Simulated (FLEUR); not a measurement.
**Au: equation of state with PBEsol**

**What was measured.**

From “Exploring toroidal anvil profiles for larger sample volumes above 4 Mbar”, 2024, pmc:11102561, for a bulk crystal of Au: bulk modulus 167 GPa.

Au:

```
Au
1.0
     0.00000    2.03500    2.03500
     2.03500    0.00000    2.03500
     2.03500    2.03500    0.00000
Au
1
Cartesian
  0.0000 0.0000 0.0000
```

| Property | Result |
| --- | --- |
| Program | FLEUR MaX-R8.1 (later development tree) |
| Task | equation of state |
| Functional | PBEsol |
| Potentials or basis | all-electron |
| Basis | FLAPW |
| Kmax | 3.8 1/bohr |
| k mesh | 11 × 11 × 11 |
| Occupations | fermi-dirac, width 0.05 eV |
| Spin | no spin polarisation |

| Quantity | Value |
| --- | --- |
| Equilibrium volume | 17.00 Å³/atom |
| Bulk modulus | 175 GPa |
| Pressure derivative of the bulk modulus | 6.2 (rough: it moves with the points fitted) |

Energy against volume, from the lowest point:
```
volume (Å³/atom)  energy (meV/atom)
          15.843              50.27
          16.181              23.67
          16.855               0.00
          17.529               7.72
          17.866              20.76
```

Against the measured bulk modulus of Au, 167 GPa (quoted in “Exploring toroidal anvil profiles for larger sample volumes above 4 Mbar”, 2024, pmc:11102561), the calculated 175 GPa is off by +5.0 %. The fit is for a static lattice scaled at fixed shape and fixed fractional positions.

The run has no spin-orbit coupling, so splittings on Au are missing.
